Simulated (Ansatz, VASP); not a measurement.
## One calculation of Li, two programs

```
CELL_PARAMETERS angstrom
0.00000 2.20200 2.20200
2.20200 0.00000 2.20200
2.20200 2.20200 0.00000
ATOMIC_POSITIONS crystal
Li 0.00000 0.00000 0.00000
```

This isn't the form of Li at room conditions, which is bcc.

Alike in both runs: task relaxation of cell and atoms; functional PBE; dispersion D3(BJ); k mesh 16 × 16 × 16; occupations gaussian, width 0.1 eV; no spin polarisation.

|  | VASP | Ansatz |
| --- | --- | --- |
| version | VASP 6.6.1 | Ansatz 0.2.0 |
| potentials or method | VASP PAW PBE potentials, release 64 (Li_sv) | scalar-relativistic, plane waves, PAW |
| plane-wave cutoff (eV) | 600 | 520 |
| valence electrons in the cell | 3 | 3 |

```tsv
	VASP	Ansatz	Ansatz less VASP
gap on the k mesh at the Fermi level, each at its own relaxed structure (eV)	none	none	-
relaxed volume (Å³/atom)	17.99	18.22	+0.230
relaxed cell length with the largest relative difference (Å)	2.941	2.954	+0.0125
energy change over the relaxation (meV/atom)	-24	-21	+3.3
```

A gap of «none» marks a metal or a gap that the smearing closes.

Caveats: the cutoff is under 1.25 times the usual one of these potentials, so pressure, stress and relaxed cells hold a basis-set (Pulay) error (VASP); the volume moved by over 15 % at a fixed basis, so the end points are rough (VASP); the volume moved by -16 % from the deposited cell, more than functionals usually miss; pairwise dispersion overbinds metals, which lowers pressure and volume.
